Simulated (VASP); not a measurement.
# ZrN (Fm-3m) in VASP: further runs

The runs below take ZrN through relaxation of cell and atoms, electrostatic potential, with LDA.

All numbers are computed with VASP 6.6.1; they aren't measurements. Logs are shortened: lines on timing, memory, paths and dates and some standing lists are left out, and cuts for length are marked.

## Step 1: Starting point

It takes space group Fm-3m (No. 225, cubic). Conventional cell: a = 4.560 Å, b = 4.560 Å, c = 4.560 Å, α = 90.00°, β = 90.00°, γ = 90.00°. Zr (site symmetry m-3m) has 6 N at 2.28 Å as nearest neighbours. N (site symmetry m-3m) is surrounded by 6 Zr at 2.28 Å.

The cell was built by a generator and needn't be a form met in nature.

## Step 2: Relaxation of cell and atoms, LDA

INCAR reads:

```
SYSTEM = ZrN
ALGO     = Normal         ! electronic algorithm
EDIFF    = 1E-6           ! SCF threshold, eV
EDIFFG   = -0.005         ! ionic threshold
ENCUT    = 600            ! plane-wave cutoff, eV
IBRION   = 2              ! ionic algorithm
ISIF     = 3              ! what is computed and relaxed
ISMEAR   = 1              ! smearing method
LASPH    = .TRUE.         ! aspherical terms in the spheres
LCHARG   = .FALSE.        ! write CHGCAR
LREAL    = .FALSE.        ! projectors in reciprocal space
LWAVE    = .FALSE.        ! write WAVECAR
NELM     = 120            ! most SCF steps
NSW      = 40             ! ionic steps
PREC     = Accurate       ! precision mode
SIGMA    = 0.1            ! smearing width, eV
```

KPOINTS reads:

```
k-points
0
G
  16 16 16
  0 0 0
```

POSCAR reads:

```
ZrN
1.0
    0.0000000000      2.2800000000      2.2800000000
    2.2800000000      0.0000000000      2.2800000000
    2.2800000000      2.2800000000      0.0000000000
Zr N
1 1
Direct
    0.0000000000      0.0000000000      0.0000000000
    0.5000000000      0.5000000000      0.5000000000
```

Potentials or basis: VASP PAW LDA potentials, release 64 (Zr_sv, N).

Command:

```console
> cat potpaw_LDA.64/Zr_sv/POTCAR potpaw_LDA.64/N/POTCAR > POTCAR
> mpirun -np 1 vasp_std > vasp.out
```

OUTCAR:

```text
SYSTEM = ZrN
   EDIFF = 1E-6
   EDIFFG = -0.005
   ENCUT = 600
   IBRION = 2
   ISIF = 3
   ISMEAR = 1
   LASPH = .TRUE.
   LREAL = .FALSE.
   NELM = 120
   NSW = 40
   PREC = Accurate

 ion  position               nearest neighbor table
   1  0.000  0.000  0.000-   2 2.28   2 2.28   2 2.28   2 2.28   2 2.28   2 2.28
   2  0.500  0.500  0.500-   1 2.28   1 2.28   1 2.28   1 2.28   1 2.28   1 2.28

  LATTYP: Found a face centered cubic cell.
 ALAT       =     4.5600000000

  Lattice vectors:

 A1 = (   0.0000000000,   2.2800000000,   2.2800000000)
 A2 = (   2.2800000000,   0.0000000000,   2.2800000000)
 A3 = (   2.2800000000,   2.2800000000,   0.0000000000)

Analysis of symmetry for initial positions (statically):
=====================================================================
 Subroutine PRICEL returns:
 Original cell was already a primitive cell.

 Routine SETGRP: Setting up the symmetry group for a
 face centered cubic supercell.

 Subroutine GETGRP returns: Found 48 space group operations
 (whereof 48 operations were pure point group operations)
 out of a pool of 48 trial point group operations.

The static configuration has the point symmetry O_h .

Analysis of symmetry for dynamics (positions and initial velocities):
=====================================================================
 Subroutine PRICEL returns:
 Original cell was already a primitive cell.

 Routine SETGRP: Setting up the symmetry group for a
 face centered cubic supercell.

 Subroutine GETGRP returns: Found 48 space group operations
 (whereof 48 operations were pure point group operations)
 out of a pool of 48 trial point group operations.

The dynamic configuration has the point symmetry O_h .

 Subroutine INISYM returns: Found 48 space group operations
 (whereof 48 operations are pure point group operations),
 and found     1 'primitive' translations

----------------------------------------------------------------------------------------

                                     Primitive cell

  volume of cell :      23.7047

  direct lattice vectors                    reciprocal lattice vectors
     0.000000000  2.280000000  2.280000000    -0.219298246  0.219298246  0.219298246
     2.280000000  0.000000000  2.280000000     0.219298246 -0.219298246  0.219298246
     2.280000000  2.280000000  0.000000000     0.219298246  0.219298246 -0.219298246

  length of vectors
     3.224406922  3.224406922  3.224406922     0.379835703  0.379835703  0.379835703

  position of ions in fractional coordinates (direct lattice)
     0.000000000  0.000000000  0.000000000
     0.500000000  0.500000000  0.500000000

  ion indices of the primitive-cell ions
   primitive index   ion index
                 1           1
                 2           2

----------------------------------------------------------------------------------------

 KPOINTS: k-points

Automatic generation of k-mesh.
 Grid dimensions read from file:
 generate k-points for:   16   16   16

 Generating k-lattice:

  Cartesian coordinates                     Fractional coordinates (reciprocal lattice)
    -0.013706140  0.013706140  0.013706140     0.062500000  0.000000000  0.000000000
     0.013706140 -0.013706140  0.013706140     0.000000000  0.062500000  0.000000000
     0.013706140  0.013706140 -0.013706140     0.000000000  0.000000000  0.062500000

  Length of vectors
     0.023739731  0.023739731  0.023739731

  Shift w.r.t. Gamma in fractional coordinates (k-lattice)
     0.000000000  0.000000000  0.000000000

 Subroutine IBZKPT returns following result:
 ===========================================

 Found    145 irreducible k-points:

 Following reciprocal coordinates:
            Coordinates               Weight
  0.000000  0.000000  0.000000      1.000000
  0.062500  0.000000  0.000000      8.000000
  0.125000  0.000000  0.000000      8.000000
  0.187500  0.000000  0.000000      8.000000
  0.250000  0.000000  0.000000      8.000000
  0.312500  0.000000  0.000000      8.000000
[... 16 lines left out ...]
 -0.125000  0.062500  0.000000     24.000000
 -0.062500  0.062500  0.000000     12.000000
 [... further k-points ...]
   k-points           NKPTS =    145   k-points in BZ     NKDIM =    145   number of bands    NBANDS=     12
   number of dos      NEDOS =    301   number of ions     NIONS =      2
   total plane-waves  NPLWV =  21952
   dimension x,y,z NGX =    28 NGY =   28 NGZ =   28
   dimension x,y,z NGXF=    56 NGYF=   56 NGZF=   56
   ions per type =               1   1
   NGX,Y,Z   is equivalent  to a cutoff of  14.44, 14.44, 14.44 a.u.
   NGXF,Y,Z  is equivalent  to a cutoff of  28.87, 28.87, 28.87 a.u.
 SYSTEM =  ZrN
   PREC   = accura    normal or accurate (medium, high low for compatibility)
   ISTART =      0    job   : 0-new  1-cont  2-samecut
   ICHARG =      2    charge: 1-file 2-atom 10-const
   ISPIN  =      1    spin polarized calculation?
   LNONCOLLINEAR =      F non collinear calculations
   LSORBIT =      F    spin-orbit coupling
   LASPH  =      T    aspherical Exc in radial PAW
   ENCUT  =  600.0 eV  44.10 Ry    6.64 a.u.   6.44  6.44  6.44*2*pi/ulx,y,z
   NELM   =    120;   NELMIN=  2; NELMDL= -5     # of ELM steps
   EDIFF  = 0.1E-05   stopping-criterion for ELM
   LREAL  =      F    real-space projection
   EDIFFG = -.5E-02   stopping-criterion for IOM
   NSW    =     40    number of steps for IOM
   IBRION =      2    ionic relax: 0-MD 1-quasi-New 2-CG
   NFREE  =      1    steps in history (QN), initial steepest desc. (CG)
   ISIF   =      3    stress and relaxation
   ISYM   =      2    0-nonsym 1-usesym 2-fastsym
   POTIM  = 0.5000    time-step for ionic-motion
   TEBEG  =    0.0;   TEEND  =   0.0 temperature during run
   PSTRESS=    0.0 pullay stress
   NELECT =      17.0000    total number of electrons
   NUPDOWN=      -1.0000    fix difference up-down
   EMIN   =  10.00;   EMAX   =-10.00  energy-range for DOS
   EFERMI =   0.00;   METHOD = LEGACY
   ISMEAR =     1;   SIGMA  =   0.10  broadening in eV -4-tet -1-fermi 0-gaus
   EFERMI_NEDOS =   21; number of points for ismear=-14 and -15
   IALGO  =     38    algorithm
   IMIX   =      4    mixing-type and parameters
     AMIX     =   0.40;   BMIX     =  1.00
     AMIX_MAG =   1.60;   BMIX_MAG =  1.00
  volume/ion in A,a.u.               =      11.85        79.98
  Fermi-wavevector in a.u.,A,eV,Ry     =   1.465367  2.769141 29.215781  2.147299
  Thomas-Fermi vector in A             =   2.581232
   LORBIT       =      0    0 simple, 1 ext, 2 COOP (PROOUT), +10 PAW based schemes
   GGA     = CA    functional components
   LHFCALC =     F    Hartree Fock is set to
   AEXX    =    0.0000 exact exchange contribution
   IVDW    =     0    specifies the selected vdW correction
   LEPSILON=     F    determine dielectric tensor
   LRPA    =     F    only Hartree local field effects (RPA)
 conjugate gradient relaxation of ions
 non-spin polarized calculation
 Methfessel and Paxton  Order N= 1 SIGMA  =   0.10
  energy-cutoff  :      600.00
  volume of cell :       23.70
 maximum number of plane-waves:       817
 NGX is ok and might be reduce to    28
   NGX = 13   NGY = 13   NGZ = 13

--------------------------------------- Ionic step        1  -------------------------------------------

 number of electron      17.0000000 magnetization

 Free energy of the ion-electron system (eV)
  ---------------------------------------------------
  ext. energy  EPLUGINS =         0.00000000
  ---------------------------------------------------
  free energy    TOTEN  =       -22.41169898 eV

  energy without entropy =      -22.41109779  energy(sigma->0) =      -22.41149859

------------------------ aborting loop because EDIFF is reached ----------------------------------------

  FORCE on cell =-STRESS in cart. coord.  units (eV):
  Direction    XX          YY          ZZ          XY          YZ          ZX
  --------------------------------------------------------------------------------------
  -------------------------------------------------------------------------------------
  Total       -0.8336989     -0.8336989     -0.8336989      0.0000000      0.0000000      0.0000000
  in kB      -56.3488790    -56.3488790    -56.3488790      0.0000000      0.0000000      0.0000000
  external PRESSURE =     -56.3488790 kB  Pullay stress =       0.0000000 kB
[... 93 lines left out ...]
  energy  without entropy=      -22.4198679900  energy(sigma->0) =      -22.42026762

--------------------------------------- Ionic step        4  -------------------------------------------

 number of electron      17.0000000 magnetization

 Free energy of the ion-electron system (eV)
  ---------------------------------------------------
  ext. energy  EPLUGINS =         0.00000000
  ---------------------------------------------------
  free energy    TOTEN  =       -22.42046819 eV

  energy without entropy =      -22.41986880  energy(sigma->0) =      -22.42026839

 E-fermi :  12.2059     XC(G=0): -12.9738

 val. band max:       12.2048053766   @ k =   0.4375   0.1875   0.0625
 cond. band min:      12.2243470965   @ k =  -0.4375   0.3125   0.1250
 fundamental gap:      0.0195417198
 Fermi energy:        12.2059237969

 k-point     1 :       0.0000    0.0000    0.0000
  band No.  band energies     occupation
      1     -36.9501      2.00000
      2     -14.6743      2.00000
      3     -14.6743      2.00000
      4     -14.6743      2.00000
      5      -3.9596      2.00000
      6       9.5466      2.00000
      7       9.5466      2.00000
      8       9.5466      2.00000
      9      11.7747      2.00000
     10      11.7747      2.00000
     11      11.7747      2.00000
     12      13.8644     -0.00000
[... 331 lines left out ...]
 k-point    24 :      -0.0625    0.0625    0.0000
  band No.  band energies     occupation
      1     -36.9332      2.00000
      2     -14.8137      2.00000
      3     -14.7070      2.00000
      4     -14.6754      2.00000
      5      -3.7281      2.00000
      6       8.6304      2.00000
      7       8.8398      2.00000
      8       9.1950      2.00000
      9      11.9343      2.00083
     10      11.9757      2.00535
     11      12.3808     -0.03291
     12      14.2409      0.00000

 [... further k-points ...]

------------------------ aborting loop because EDIFF is reached ----------------------------------------

  FORCE on cell =-STRESS in cart. coord.  units (eV):
  Direction    XX          YY          ZZ          XY          YZ          ZX
  --------------------------------------------------------------------------------------
  -------------------------------------------------------------------------------------
  Total        0.0012016      0.0012016      0.0012016     -0.0000000     -0.0000000      0.0000000
  in kB        0.0829407      0.0829407      0.0829407     -0.0000000     -0.0000000      0.0000000
  external PRESSURE =       0.0829407 kB  Pullay stress =       0.0000000 kB
[... 17 lines left out ...]
  FREE ENERGIE OF THE ION-ELECTRON SYSTEM (eV)
  ---------------------------------------------------
  free  energy   TOTEN  =       -22.4204681895 eV

  energy  without entropy=      -22.4198687963  energy(sigma->0) =      -22.42026839

 reached required accuracy - stopping structural energy minimisation
```

Run time: 66 s. Hardware: 1 thread of Intel Xeon 6975P-C (Granite Rapids), shared host; peak memory 0.19 GiB.

What came out:

- Free energy: -22.4205 eV
- Relaxed volume: 11.61 Å³/atom
- Relaxed cell: a = 3.202 Å, b = 3.202 Å, c = 3.202 Å, α = 60.00°, β = 60.00°, γ = 60.00°
- Space group after relaxing (to 0.05 Å): Fm-3m (No. 225)
- Energy gained by relaxing: 4.4 meV/atom
- Ionic steps: 4
- Pressure after relaxing: 0.0 GPa
- Band gap on the k mesh: none (metal or under the smearing width)

Step by step:
| step | energy change (eV) | largest force (eV/Å) | pressure (GPa) | volume (Å³) |
| --- | --- | --- | --- | --- |
| 1 | 0.0000 | 0.0000 | -5.63 | 23.70 |
| 2 | 0.0252 | 0.0000 | 12.35 | 22.30 |
| 3 | -0.0088 | 0.0000 | -0.08 | 23.22 |
| 4 | -0.0088 | 0.0000 | 0.01 | 23.21 |

Final structure:
```
CELL_PARAMETERS angstrom
0.00000 2.26409 2.26409
2.26409 0.00000 2.26409
2.26409 2.26409 0.00000
ATOMIC_POSITIONS crystal
Zr 0.00000 0.00000 0.00000
N 0.50000 0.50000 0.50000
```

## Step 3: Electrostatic potential, LDA

This run uses another cell than the first one, of 11.61 Å³/atom, 0.979 times its volume.

INCAR reads:

```
PREC = Accurate ; ENCUT = 520
EDIFF = 1E-6 ; ISMEAR = 1
SIGMA = 0.1 ; LREAL = False
LASPH = True ; NELM = 60
ALGO = Normal ; ISIF = 2
LWAVE = False ; LCHARG = True
LVHAR = True
```

KPOINTS reads:

```
Automatic mesh
0
Gamma
  16 16 16
```

POSCAR reads:

```
ZrN                                     
1.0
    0.0000000000      2.2640940473      2.2640940473
    2.2640940473     -0.0000000000      2.2640940473
    2.2640940473      2.2640940473      0.0000000000
  Zr              N             
     1     1
Direct
     0.0000000000000000    0.0000000000000000    0.0000000000000000
     0.5000000000000000    0.5000000000000000    0.5000000000000000
```

Potentials or basis: VASP PAW LDA potentials, release 64 (Zr_sv, N).

Command:

```console
> cat potpaw_LDA.64/Zr_sv/POTCAR potpaw_LDA.64/N/POTCAR > POTCAR
> mpirun -np 1 vasp_std > vasp.out
```

It took 12 s on 1 thread of Intel Xeon 6975P-C (Granite Rapids), shared host; peak memory 0.16 GiB.

Results (log left out):

```
Free energy            : -22.4195 eV
Pressure               : 0.1 GPa
Band gap on the k mesh : none (metal or under the smearing width)
```

Levels at points of the mesh, in eV from the Fermi level:
| k point | band 7 | band 8 | band 9 | band 10 | band 11 | band 12 |
| --- | --- | --- | --- | --- | --- | --- |
| (0.00, 0.00, 0.00) | -2.66 | -2.66 | -0.43 | -0.43 | -0.43 | 1.66 |
| (0.50, 0.00, 0.00) | -5.85 | -5.85 | 3.21 | 3.28 | 3.28 | 4.98 |
| (0.50, 0.50, 0.00) | -3.65 | -3.12 | -3.12 | 3.56 | 4.83 | 4.83 |
